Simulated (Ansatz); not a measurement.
## EuS, space group Fm-3m: a scan of the Hubbard U

Computed with the Ansatz DFT code, driven from Python.

Script `plus_u_eus.py`:
```python
# -*- coding: utf-8 -*-
'''DFT+U scan for EuS.'''

import warnings

import ansatz as az
import numpy as np


def count_gap(report):
    # lowest empty less highest filled band, counting bands; zero where they overlap
    return max(report.get('gap_by_band_count_ev') or 0.0, 0.0)

warnings.simplefilter('ignore', az.DeckWarning)

crystal = (
    az.Lattice.from_parameters(4.212235, 4.212235, 4.212235, alpha=60.0, beta=60.0, gamma=60.0)
    .atom('Eu', (0.0, 0.0, 0.0))
    .atom('S', (0.5, 0.5, 0.5))
    .moments(Eu=9.1)
)

calc = crystal.calculation()
calc = calc.basis(470).kpoints(10, 10, 10)
calc = calc.occupations('fermi_dirac', width=0.1)
calc = calc.spin(az.SpinTreatment.COLLINEAR)
calc = calc.band_table()
rows = []
for u in [0.0, 1.5, 3.0, 4.5, 6.0]:
    report = calc.hubbard('Eu', 'f', u_eff=u).run(threads=1).report
    shell = report['hubbard']['n_scf']
    rows.append((u, count_gap(report), sum(shell) / len(shell), max(abs(m) for m in report['site_moments_mub']), report['n_iterations']))
print('      U_eff eV  gap by band count eV  Eu f occupation (projector)  largest moment muB      iterations')
for row in rows:
    print(f'{str(row[0]):>14s}  {row[1]:20.3f}  {row[2]:27.4f}  {row[3]:18.3f}  {row[4]:14d}')
print('eigenvalues of the first occupation matrix at the last U, by spin:')
for channel in report['hubbard']['n_eig'][0]:
    print('  ', ' '.join(f'{n:.3f}' for n in channel))
```

```console
$ python plus_u_eus.py
      U_eff eV  gap by band count eV  Eu f occupation (projector)  largest moment muB      iterations
           0.0                 0.000                       6.8376               6.745              12
           1.5                 0.000                       6.9020               6.798              15
           3.0                 0.000                       6.9476               6.832              20
           4.5                 0.326                       6.9722               6.853              19
           6.0                 0.703                       6.9833               6.864              20
eigenvalues of the first occupation matrix at the last U, by spin:
   0.994 0.994 0.994 0.997 0.997 0.997 0.997
   0.000 0.001 0.001 0.001 0.003 0.003 0.003
```

From U = 0 to 6 eV the largest site moment goes from 6.75 to 6.86 μB.

Reading the output:
- Open f shells: with a Hubbard U, without spin-orbit coupling; the state reached hangs on the start and needn't be the lowest.
- A gap by band count of zero or less means overlapping bands, a metal.
- Of the deposited cell: the entry's cell lengths or inner coordinates differ somewhat from later room-temperature determinations.
- No functional is typed, so the default, PBE, holds.
- The starting cell is as deposited in a crystallographic database; the results hold for this polymorph, which needn't be the stable one.
- Levels are Kohn-Sham eigenvalues on this mesh, without spin-orbit coupling.
- Shell occupations and the effect of U depend on the projectors; a run with no .spin step is spin-unpolarised, and each U may end in a state that isn't the lowest.
- The script silences the warnings on its input, which a real study should read.
- The whole script took 5.9 min on 1 thread of Arm Neoverse N1 (shared host), peak memory 0.55 GiB.
